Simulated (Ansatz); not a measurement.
Au (Fm-3m), tetragonal deformation path

Theory: DFT PBE, scalar-relativistic, plane waves, PAW in Ansatz 0.2.0. The runs took a 420 eV cutoff, a Γ-centred 28×28×28 mesh and Gaussian smearing (0.15 eV). Spin–orbit coupling is left out, which can shift energies with elements as heavy as these. No spin polarisation. Energies are free energies at this smearing, counted from the undisturbed cell; pressure is positive in compression.

The starting cell (relaxed at this level):

```
Au
1.0
     0.00000    2.07904    2.07904
     2.07904    0.00000    2.07904
     2.07904    2.07904    0.00000
Au
1
Direct
  0.00000 0.00000 0.00000
```

At fixed volume and fractional coordinates, lengths along (0.000, 0.000, 1.000) are scaled against those across it; ρ is that ratio over its starting value. The cell is metallic on the mesh throughout. At ρ = 0.707 the cell becomes cubic (Im-3m), and there the slope of the energy vanishes by symmetry.

```tsv
ρ	ΔE (meV/atom)	pressure (GPa)
0.707	20.1	0.4
0.780	17.3	0.4
0.850	11.4	0.3
1.000	0.0	0.0
1.200	51.3	2.3
1.414	281.4	12.4
```

Cost: 6 runs of about 4 core-minutes in all, on Intel Xeon Processor @ 2.50GHz (Skylake/Cascade Lake) (shared hosts).